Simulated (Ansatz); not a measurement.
Runs of Ansatz 0.2.0 on TiC. The structure is hexagonal, space group P-6m2 (No. 187). Conventional cell: a = 3.042 Å, b = 3.042 Å, c = 2.698 Å, α = 90.00°, β = 90.00°, γ = 120.00°. Ti (site symmetry -6m2) has 6 C at 2.21 Å as nearest neighbours. C (site symmetry -6m2) has 6 Ti at 2.21 Å as nearest neighbours. The cell was built by a generator and needn't be a form met in nature.

```csv
task,level,cell,k mesh,smearing,gap on the mesh (eV),pressure (GPa),relaxed volume (Å³/atom)
relaxation of cell and atoms,BLYP+D3(BJ),relaxed,10 × 10 × 10,fermi-dirac 0.05 eV,0.08,0.0,10.43
relaxation of cell and atoms,revPBE+D4,relaxed,10 × 10 × 10,fermi-dirac 0.05 eV,none,0.0,(a)
single point,PBE,as given,10 × 10 × 10,gaussian 0.029 eV,none,0.1,-
relaxation of cell and atoms,BLYP+D4,relaxed,10 × 10 × 10,fermi-dirac 0.05 eV,none,0.0,10.75
relaxation of cell and atoms,revPBE+D3(BJ),relaxed,10 × 10 × 10,fermi-dirac 0.05 eV,none,0.0,(b)
single point,PBE,as given,10 × 10 × 10,gaussian 0.03 eV,none,0.1,-
phonons,LDA,as given,7 × 7 × 7,fermi-dirac 0.05 eV,0.19,-,-
```

Alike in all rows: potentials or basis Ansatz PAW; no spin polarisation; cutoff (eV) 420.

Problem. Estimate the missing entries.

Solution. (a) 10.56; (b) 10.35.

Caveats: the PAW data sets come from PBE, with cores solved anew for the run's functional, which leaves a small shift of forces and pressure (some runs); the plane-wave basis is chosen anew once the cell has moved, so the energies of steps on either side of that aren't comparable (some runs); pairwise dispersion overbinds metals, which lowers pressure and volume (some runs); odd divisions of the mesh miss points on the zone boundary, where band edges often lie, so the gap on the mesh can be too wide (some runs).

A k mesh can miss the band edges.

A gap of «none» marks a metal or a gap under the smearing width.
